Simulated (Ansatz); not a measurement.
**C (Fd-3m): cell relaxations under several functionals, by script**

Wanted for C (Fd-3m): cell relaxations under several functionals.

All numbers are computed with Ansatz 0.2.0 through its Python package. The levels of theory stand in the script.

### 1 The structure

Symmetry: Fd-3m, No. 227, cubic system. The conventional cell has a = 3.567 Å, b = 3.567 Å, c = 3.567 Å, α = 90.00°, β = 90.00°, γ = 90.00°. C (site symmetry -43m) has 4 C at 1.54 Å as nearest neighbours.

The script holds or builds the structure itself.

### 2 The script

File lattice_c.py:

```python
"""Relaxed cell of C under several functionals."""

import ansatz
import numpy as np

def edges_and_angles(cell):
    cell = np.asarray(cell)
    a, b, c = np.linalg.norm(cell, axis=1)
    cosines = cell[1] @ cell[2] / (b * c), cell[0] @ cell[2] / (a * c), cell[0] @ cell[1] / (a * b)
    return (a, b, c, *np.degrees(np.arccos(cosines)))

system = (
    ansatz.Lattice.fcc(3.56674)
    .space_group(227, origin_choice=1)
    .atom("C", (0.0, 0.0, 0.5))
    .primitive()
)

base = (
    system.calculation()
    .kpoints(10, 10, 10)  # the mesh must be finer for metals
    .occupations("fixed")  # whole-number filling, right only where there is a gap
    .scf(tolerance=1e-08)
    .relax(cell=True, force_tolerance=0.02)
)

levels = [("pbesol", "none"), ("r2scan", "rvv10"), ("rpbe", "none"), ("pbe", "d3bj")]
print("level            a       b       c    alpha   beta  gamma  V/atom  steps")
for name, dispersion in levels:
    seen = []
    run = base.functional(name, dispersion=dispersion).session().plan()
    result = run.execute(on_event=lambda e: seen.append(e) if e["event"] == "relax_step" else None)
    cell = result.lattice.cell_ang
    label = name if dispersion == "none" else f"{name}+{dispersion}"
    print("{:13s} {:7.4f} {:7.4f} {:7.4f} {:6.2f} {:6.2f} {:6.2f}".format(label, *edges_and_angles(cell)), f"{abs(np.linalg.det(cell)) / len(result.lattice.sites):7.3f} {len(seen):5d}")
```

### 3 The calls as engine input

The engine receives this input (first run):

```yaml
crystal:
  lattice:
    bravais: fcc
    a: 3.56674
  space_group: 227
  setting:
    origin_choice: 1
  atoms:
    - { symbol: C, position: [0.0, 0.0, 0.5] }
  reduce_to_primitive: true
kpoints:
  mp_grid:
    grid: [10, 10, 10]
hamiltonian:
  xc: pbesol
  dispersion: none
scf:
  convergence:
    dr2_threshold: 1.0e-08
  occupations:
    method: fixed
relax:
  f_tol: 0.02
  cell: {}
```

### 4 Launch

The run is started by

```sh
> python lattice_c.py
```

**Question.** Rank the levels of theory by the volume of the relaxed cell.

**Answer**, as computed:

```
       quantity                                 value
  runs compared                                     4
 relaxed volume  5.61 (pbesol) to 5.78 Å³/atom (rpbe)
gap on the mesh     4.07 (pbesol) to 4.38 eV (r2scan)
```

From smallest to largest: PBEsol (5.61 Å³ an atom, -1.1 % against the start), PBE+D3BJ (5.63 Å³ an atom, -0.8 % against the start), r2SCAN+RVV10 (5.63 Å³ an atom, -0.7 % against the start) and RPBE (5.78 Å³ an atom, +1.8 % against the start). The spread is 3.0 % in volume. In run 1, over 3 moves the cell shrank by 1.1 % in volume, and the space group stayed Fd-3m. In run 4, over 3 moves the cell shrank by 0.8 % in volume, and the space group stayed Fd-3m. Forces vanish by symmetry, so the ions can't move, and the end may be a saddle. Edges and angles that the script prints are those of the cell as typed, here a primitive one.
